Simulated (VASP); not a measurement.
A run of VASP 6.6.1 is set up as follows.

POSCAR

```
CdSe
1.0
    4.3000000000      0.0000000000      0.0000000000
   -2.1500000000      3.7239092363      0.0000000000
    0.0000000000      0.0000000000      7.0200000000
Cd Se
2 2
Direct
    0.6666666667      0.3333333333      0.5000000000
    0.3333333333      0.6666666667      0.0000000000
    0.6666666667      0.3333333333      0.8850000000
    0.3333333333      0.6666666667      0.3850000000
```

The input INCAR.step1:

```
SYSTEM = CdSe
PREC = Accurate
ENCUT = 520
ISMEAR = -1
SIGMA = 0.05
LREAL = .False.
LASPH = .True.
NELM = 60
NBANDS = 26
GGA = PE
ALGO = Normal
EDIFF = 1E-4
LWAVE = .True.
LCHARG = .False.
```

INCAR.step2

```
SYSTEM = CdSe
PREC = Accurate
ENCUT = 520
EDIFF = 1E-6
ISMEAR = -1
SIGMA = 0.05
LREAL = .False.
LASPH = .True.
NELM = 60
ALGO = Normal
ISIF = 2
LWAVE = .False.
LCHARG = .True.
METAGGA = R2SCAN
LMIXTAU = .True.
LELF = .True.
LVHAR = .True.
NBANDS = 26
ISTART = 1
```

Contents of KPOINTS:

```
regular mesh
0
Gamma
  7 7 4
  0 0 0
```

Potentials or basis: VASP PAW PBE potentials, release 64 (Cd, Se).

Command:

```console
$ cat potpaw_PBE.64/Cd/POTCAR potpaw_PBE.64/Se/POTCAR > POTCAR
$ cp INCAR.step1 INCAR
$ mpirun -np 1 vasp_std > vasp.out
$ cp INCAR.step2 INCAR
$ mpirun -np 1 vasp_std > vasp.out
```

Task: What does it give for the band gap on the k mesh?

Result: 1.19 eV, direct.

Task: Estimate the largest force.

Result: 0.286 eV/Å.

Forces on the atoms (eV/Å):
```
Cd   0.000  0.000  0.286
Cd   0.000  0.000  0.286
Se   0.000  0.000 -0.286
Se   0.000  0.000 -0.286
```

Caveat: the PAW data sets were made with another functional, which shifts forces and pressure a little.

**The experiment to reproduce.**

From a printed reference work, data compilation, for a bulk crystal of CdSe at 2 K: band gap 1.841 eV.

Measured gap of CdSe: 1.841 eV (2 K; a printed reference work, data compilation). This calculation gives 1.19 eV (-0.65 eV). Spin-orbit coupling on Cd, Se is left out. The value is that of r2SCAN, without temperature or zero-point motion.
